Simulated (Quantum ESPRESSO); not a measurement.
**RbCl under changes of volume**

One of the cells (35.094 Å³/atom); the others are scaled copies at fixed shape and fractional positions:

```xyz
2
Lattice="0.0000 3.2740 3.2740 3.2740 0.0000 3.2740 3.2740 3.2740 0.0000" Properties=species:S:1:pos:R:3 pbc="T T T"
Rb    0.0000    0.0000    0.0000
Cl    3.2740    3.2740    3.2740
```

| Item | Value |
| --- | --- |
| Program | Quantum ESPRESSO 7.5 |
| Functional | PBE |
| Potentials or basis | SSSP 1.3 efficiency PBE |
| Cutoff | 816 eV |
| Density cutoff | 5987 eV |
| k mesh | 7 × 7 × 7 |
| Occupations | fermi-dirac, width 0.05 eV |
| Spin | no spin polarisation |

```csv
volume (Å³/atom),energy over the lowest point (meV/atom),pressure (GPa),gap on the mesh (eV)
32.989,?,?,?
33.690,22.10,2.0,5.18
34.392,14.20,1.6,5.11
35.094,8.23,1.2,5.05
35.796,4.00,0.8,4.98
36.498,1.31,0.4,4.92
37.200,0.00,0.1,4.86
```

**Question.** What does the run at 32.989 Å³/atom give?

**Answer.** Energy over the lowest point 32.18 meV/atom; pressure 2.6 GPa; gap on the mesh 5.26 eV.

Worked out: A Birch-Murnaghan fit of order 3 (a polynomial in V^(-2/3)) to the other rows has its minimum at 37.59 Å³/atom, just outside them, with B0 = V·E''(V) = 14.1 GPa and B' = 5.0. It gives 32.16 meV/atom at 32.989 Å³/atom, against the run's 32.18, and -dE/dV = 2.6 GPa, against 2.6. A straight line through the other rows of the gap, of slope -3.23 eV per unit of ln V (its deformation potential), extrapolates to 5.25 eV, against the run's 5.26.

Energies are extrapolated to zero smearing.

Caveats: an odd mesh through Γ misses points on the zone boundary, where band edges often lie (some runs). Spin-orbit coupling on Rb is left out.
